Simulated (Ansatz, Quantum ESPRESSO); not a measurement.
## KF (Pm-3m): from Born charge to LO-TO splitting

Wanted: the LO mode of KF (Pm-3m) from the TO mode and the field response.

Main program and level: Quantum ESPRESSO 7.5; DFT LDA, scalar-relativistic, plane waves, JTH PAW pseudopotentials.

## 1. The relaxed structure

The structure is cubic, space group Pm-3m (No. 221). Conventional cell: a = 3.081 Å, b = 3.081 Å, c = 3.081 Å, α = 90.00°, β = 90.00°, γ = 90.00°. K has 8 F at 2.67 Å nearest. Nearest to F lie 8 K at 2.67 Å. Farther neighbours and most contacts between anions are not listed.

Structure file:

```cif
data_structure
_symmetry_space_group_name_H-M 'P 1'
_symmetry_Int_Tables_number 1
_cell_length_a 3.0814
_cell_length_b 3.0814
_cell_length_c 3.0814
_cell_angle_alpha 90.000
_cell_angle_beta 90.000
_cell_angle_gamma 90.000
_cell_volume 29.26
loop_
_atom_site_label
_atom_site_type_symbol
_atom_site_fract_x
_atom_site_fract_y
_atom_site_fract_z
_atom_site_occupancy
K1 K 0.00000 0.00000 0.00000 1
F2 F 0.50000 0.50000 0.50000 1
```

This is the cell after its relaxation at this level of theory, not the database cell from which that began.

## 2. What the response run gave

A linear-response run on the relaxed cell, with the response to an electric field; only its zone-centre results are used. Cutoff 50 Ry, k mesh 8×8×8.

Log:

```text
[banners, grids, parts of the stress and lines that vanish by symmetry left out]
Program PHONON v.7.5
     Reading xml data from directory:

[...]
Exchange-correlation= PW
                           (   1   4   0   0   0   0   0)
[...]
kinetic-energy cut-off    =      50.0000  Ry
     charge density cut-off    =     250.0000  Ry
     convergence threshold     =      1.0E-18
[...]
Exchange-correlation= PW
                           (   1   4   0   0   0   0   0)
[...]
q = (   0.0000000   0.0000000   0.0000000 )
     49 Sym.Ops. (with q -> -q+G )
     G cutoff =  214.7162  (  13205 G-vectors)     FFT grid: ( 30, 30, 30)
     G cutoff =  171.7730  (   9435 G-vectors)  smooth grid: ( 27, 27, 27)
     number of k points=    35
[...]
Mode symmetry, O_h (m-3m)  point group:
[...]
Dielectric constant
[...]
End of electric fields calculation
          Dielectric constant in cartesian axis
          (       2.309447485       0.000000000       0.000000000 )
          (       0.000000000       2.309447485       0.000000000 )
          (       0.000000000       0.000000000       2.309447485 )
          Effective charges (d Force / dE) in cartesian axis without acoustic sum rule applied (asr)
           atom    1  K     Mean Z*:        1.19145
      Ex  (        1.19145        0.00000        0.00000 )
      Ey  (        0.00000        1.19145        0.00000 )
      Ez  (        0.00000        0.00000        1.19145 )
           atom    2  F     Mean Z*:       -1.19259
      Ex  (       -1.19259        0.00000        0.00000 )
      Ey  (        0.00000       -1.19259        0.00000 )
      Ez  (        0.00000        0.00000       -1.19259 )
          Effective charges Sum: Mean:       -0.00114
[...]
Effective charges (d Force / dE) in cartesian axis with asr applied:
           atom    1  K     Mean Z*:        1.19202
[...]
atom    2  F     Mean Z*:       -1.19202
[...]
Representation #   1 modes #   1   2   3
[...]
End of self-consistent calculation
     Convergence has been achieved
     Representation #   2 modes #   4   5   6
[...]
End of self-consistent calculation
     Convergence has been achieved
[...]
Dielectric constant in cartesian axis
          (       2.309447485       0.000000000       0.000000000 )
          (       0.000000000       2.309447485       0.000000000 )
          (       0.000000000       0.000000000       2.309447485 )
          Effective charges (d Force / dE) in cartesian axis without acoustic sum rule applied (asr)
           atom    1  K     Mean Z*:        1.19145
      Ex  (        1.19145        0.00000        0.00000 )
      Ey  (        0.00000        1.19145        0.00000 )
      Ez  (        0.00000        0.00000        1.19145 )
           atom    2  F     Mean Z*:       -1.19259
      Ex  (       -1.19259        0.00000        0.00000 )
      Ey  (        0.00000       -1.19259        0.00000 )
      Ez  (        0.00000        0.00000       -1.19259 )
          Effective charges Sum: Mean:       -0.00114
[...]
Effective charges (d Force / dE) in cartesian axis with asr applied:
           atom    1  K     Mean Z*:        1.19202
[...]
atom    2  F     Mean Z*:       -1.19202
[...]
q = (    0.000000000   0.000000000   0.000000000 )
[...]
freq (    1) =       0.110015 [THz] =       3.669690 [cm-1]
     freq (    2) =       0.110015 [THz] =       3.669690 [cm-1]
     freq (    3) =       0.110015 [THz] =       3.669690 [cm-1]
     freq (    4) =       5.617133 [THz] =     187.367392 [cm-1]
     freq (    5) =       5.617133 [THz] =     187.367392 [cm-1]
     freq (    6) =       5.617133 [THz] =     187.367392 [cm-1]
[...]
Mode symmetry, O_h (m-3m)  point group:
     freq (   1-   3) =          3.7  [cm-1]   --> T_1u G_15  G_4- I
     freq (   4-   6) =        187.4  [cm-1]   --> T_1u G_15  G_4- I

   JOB DONE.
```

| quantity | value |
| --- | --- |
| cell volume Ω (Å³) | 29.257 |
| mass of K (u) | 39.098 |
| mass of F (u) | 18.998 |
| Born charge of K, raw (e) | 1.191 |
| Born charge of F, raw (e) | -1.193 |
| ε∞ | 2.309 |
| ω(TO) after the sum rule (cm⁻¹) | 187.3 |

## 3. The calculation

The charges must sum to zero over the cell; taking off their mean, -0.001 e, leaves Z* = 1.192 e on K. In the polar mode K moves against F, so the reduced mass is μ = 39.10 × 19.00 / 58.10 = 12.786 u.

A longitudinal wave builds up a field that adds to the restoring force: ω(LO)² = ω(TO)² + 4π Z*² / (μ Ω ε∞), in Hartree atomic units. With μ = 23307 electron masses and Ω = 197.44 bohr³ the second term is 1.6802e-06 Ha², or 80932 cm⁻² (1 Ha = 219474.6 cm⁻¹).

So ω(LO) = √(35081 + 80932) = 340.6 cm⁻¹, and by the Lyddane-Sachs-Teller relation ε₀ = ε∞ (ω(LO)/ω(TO))² = 7.64.

## 4. Check against the program

The analysis program adds the same non-analytic term to the full matrix, here for q along (1 0 0).

Log:

```text
[banner, memory and clock lines left out]
Program DYNMAT v.7.5

     Reading Dynamical Matrix from file g.dyn
     ...Force constants read
     ...epsilon and Z* read

     Polarizability (A^3 units)
     multiply by 0.696145 for Clausius-Mossotti correction
         3.048657    0.000000    0.000000
         0.000000    3.048657    0.000000
         0.000000    0.000000    3.048657

     IR activities are in (D/A)^2/amu units

# mode   [cm-1]    [THz]      IR
    1     -0.00   -0.0000    0.0000
    2      0.00    0.0000    0.0000
    3      0.00    0.0000    0.0000
    4    187.30    5.6150    2.5640
    5    187.30    5.6150    2.5640
    6    340.61   10.2112    2.5640
```

ε₀ comes from the program's run without a direction of q.

| quantity | by hand | program |
| --- | --- | --- |
| ω(LO) (cm⁻¹) | 340.6 | 340.6 |
| ε₀ | 7.64 | 7.64 |

## 5. What came out

| Item | Value |
| --- | --- |
| TO mode | 187.3 cm⁻¹ |
| LO mode | 340.6 cm⁻¹ |
| static dielectric constant | 7.638 |

**Reading.** The LO mode of KF (Pm-3m) lies at 341 cm⁻¹, 153 cm⁻¹ above the TO mode; the formula meets the program within 0.1 cm⁻¹, as it must for a cubic crystal with one polar mode. ω(LO)² − ω(TO)² goes with Z*²/ε∞: an error of 5 % in ε∞ would move the LO mode by 5.7 cm⁻¹, and semilocal functionals tend to overestimate ε∞. These are harmonic values at zero temperature, at the volume of this functional, for the structure held cubic; stability elsewhere in the zone is no part of this calculation.

[Host names and launcher messages were left out of these logs when they were recorded.]

[Logs are printed without paths, hosts, clocks, repeated set-up lines and the standing remarks that a program may print on its own settings, such as how far it seeks lower states.]

[Hosts, paths, dates, database ids (printed as entryN), source tags and the programs' standing remarks are cut or masked in the printed files.]
